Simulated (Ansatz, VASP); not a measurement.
**InSb: VASP beside Ansatz**

```
In Sb
1.0
     0.00000    2.93128    2.93128
     2.93128    0.00000    2.93128
     2.93128    2.93128    0.00000
In Sb
1 1
Direct
  0.00000 0.00000 0.00000
  0.25000 0.25000 0.25000
```

Alike in both runs: task relaxation of cell and atoms; functional PBE; k mesh 6 × 6 × 6; occupations gaussian, width 0.1 eV; no spin polarisation.

|  | VASP | Ansatz |
| --- | --- | --- |
| version | VASP 6.6.1 | Ansatz 0.2.0 |
| potentials or method | VASP PAW PBE potentials, release 64 (In_d, Sb) | scalar-relativistic, plane waves, PAW |
| plane-wave cutoff (eV) | 600 | 420 |
| valence electrons in the cell | 18 | 28 |

|  | VASP | Ansatz | Ansatz less VASP |
| --- | --- | --- | --- |
| gap on the k mesh at the Fermi level, each at its own relaxed structure (eV) | none | none | - |
| relaxed volume (Å³/atom) | 36.57 | 36.42 | -0.156 |
| relaxed cell length with the largest relative difference (Å) | 4.694 | 4.688 | -0.0067 |
| energy change over the relaxation (meV/atom) | -825 | -827 | -2.0 |

A gap of «none» marks a metal or a gap that the smearing closes. The two sets of potentials don't hold the same shells in valence.

Caveats: the volume moved by over 15 % at a fixed basis, so the end points are rough (VASP). The runs have no spin-orbit coupling, so splittings on Sb are missing.
